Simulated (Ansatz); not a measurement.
# BaTiO3: energy and pressure over a range of volumes

An exercise on one series of results from a longer session: the logs are not shown, and one member is left open.

Computed with Ansatz 0.2.0 (DFT PBEsol, scalar-relativistic, unless a step's input says otherwise).

### The structure to begin with

Symmetry: P4mm, No. 99, tetragonal system. Conventional cell: a = 4.000 Å, b = 4.000 Å, c = 4.018 Å, α = 90.00°, β = 90.00°, γ = 90.00°. Around Ba (site symmetry 4mm) lie 12 O at 2.79 to 2.88 Å. Around Ti (site symmetry 4mm) lie 6 O at 1.87 to 2.15 Å. Around O (site symmetry 4mm) lie 2 Ti at 1.87 to 2.15 Å. O (site symmetry 2mm) is surrounded by 2 Ti at 2.00 Å and 4 Ba at 2.79 to 2.88 Å.

As a file:

```xyz
5
Lattice="3.9998 0.0000 0.0000 0.0000 3.9998 0.0000 0.0000 0.0000 4.0180" Properties=species:S:1:pos:R:3 pbc="T T T"
Ba    0.0000    0.0000    0.0000
Ti    1.9999    1.9999    1.9367
O     1.9999    1.9999    0.0643
O     1.9999    0.0000    2.0693
O     0.0000    1.9999    2.0693
```

The structure is an experimental refinement, used without relaxation.

Atoms are numbered in the order of the input: Ba1, Ti2, O3, O4, O5.

The first run:

Input file input.yaml:

```yaml
crystal:
  lattice:
    - [3.9181485176, 0.0, 0.0]
    - [0.0, 3.9181485176, 0.0]
    - [0.0, 0.0, 3.9359769848]
  atoms:
    - { symbol: Ba, position: [0.0, 0.0, 0.0] }
    - { symbol: Ti, position: [0.5, 0.5, 0.482] }
    - { symbol: O, position: [0.5, 0.5, 0.016] }
    - { symbol: O, position: [0.5, 0.0, 0.515] }
    - { symbol: O, position: [0.0, 0.5, 0.515] }
kpoints:
  mp_grid: { grid: [7, 7, 7] }
  band_path:
    path:
      - [0.0, 0.0, 0.0]
      - [0.0, 0.5, 0.0]
      - [0.5, 0.5, 0.0]
      - [0.0, 0.0, 0.0]
      - [0.0, 0.0, 0.5]
      - [0.0, 0.5, 0.5]
      - [0.5, 0.5, 0.5]
      - [0.0, 0.0, 0.5]
      - [0.0, 0.5, 0.0]
    npoints: 5
scf:
  occupations: { method: fermi_dirac, width: 0.08 }
hamiltonian:
  xc: pbesol
  pseudopotentials: { kind: all_electron, lapw: { basis_error: 0.001 } }
output:
  forces: true
  stress: true
  eigenvalues: true
```

Started as:

```bash
$ ansatz run input.yaml --threads 2 --pin off --max-ram 8192MiB --backend cpu --events-out ev --progress --plain --runs-dir out
```

Steps of the session up to this table: Volume × 0.94, LAPW; Volume × 0.94, PAW; Volume × 0.94, crystal datasets; Volume × 0.98, LAPW; Volume × 0.98, PAW; Volume × 0.98, crystal datasets; Volume × 1.01, LAPW; Volume × 1.01, PAW; Volume × 1.01, crystal datasets; Volume × 1.04, LAPW; Volume × 1.04, PAW; Volume × 1.04, crystal datasets.

One of the session's tables, all rows but one given; the rest of the session is left out.

It belongs to the step «Fits». 

```
          method  volume (Å³/atom)  gap on the k mesh (eV)  largest force (eV/Å)
            LAPW            12.085                    2.02                 0.377
            LAPW            12.599                    1.93                 0.259
            LAPW            12.856                    1.89                 0.409
            LAPW            12.985                    1.87                 0.480
            LAPW            13.371                    1.80                 0.679
             PAW            12.085                    2.03                 0.384
             PAW            12.599                    1.94                 0.253
             PAW            12.856                    1.89                 0.403
             PAW            12.985                    1.87                 0.475
             PAW            13.371                    1.81                 0.674
crystal datasets            12.085                    2.02                 0.377
crystal datasets            12.599                       ?                     ?
crystal datasets            12.856                    1.89                 0.408
crystal datasets            12.985                       –                 0.480
crystal datasets            13.371                    1.80                 0.679
```

Estimate the missing values for crystal datasets, 12.599.

**Answer.** gap on the k mesh (eV): 1.93; largest force (eV/Å): 0.258.

To keep in mind: Warnings in the runs' records: gradients without spin orbit, crystal datasets made, printed levels off.
